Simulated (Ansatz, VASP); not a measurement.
**Ru in VASP and in Ansatz**

```
Ru
1.0
     0.00000    1.95460    1.95460
     1.95460    0.00000    1.95460
     1.95460    1.95460    0.00000
Ru
1
Direct
  0.00000 0.00000 0.00000
```

Alike in both runs: task single point; functional PBE; k mesh 22 × 22 × 22; occupations gaussian, width 0.15 eV; no spin polarisation.

|  | VASP | Ansatz |
| --- | --- | --- |
| version | VASP 6.6.1 | Ansatz 0.2.0 |
| potentials or method | VASP PAW PBE potentials, release 64 (Ru_pv) | scalar-relativistic, plane waves, PAW |
| plane-wave cutoff (eV) | 520 | 420 |
| valence electrons in the cell | 14 | 16 |

|  | VASP | Ansatz | Ansatz less VASP |
| --- | --- | --- | --- |
| gap on the k mesh at the Fermi level (eV) | none | none | - |
| pressure (GPa) | -19.7 | -19.5 | +0.22 |

A gap of «none» marks a metal or a gap that the smearing closes. The two sets of potentials don't hold the same shells in valence.

Caveats: so large a pressure means that the cell lies far from this level's equilibrium, or that cutoff or potentials fall short (VASP).
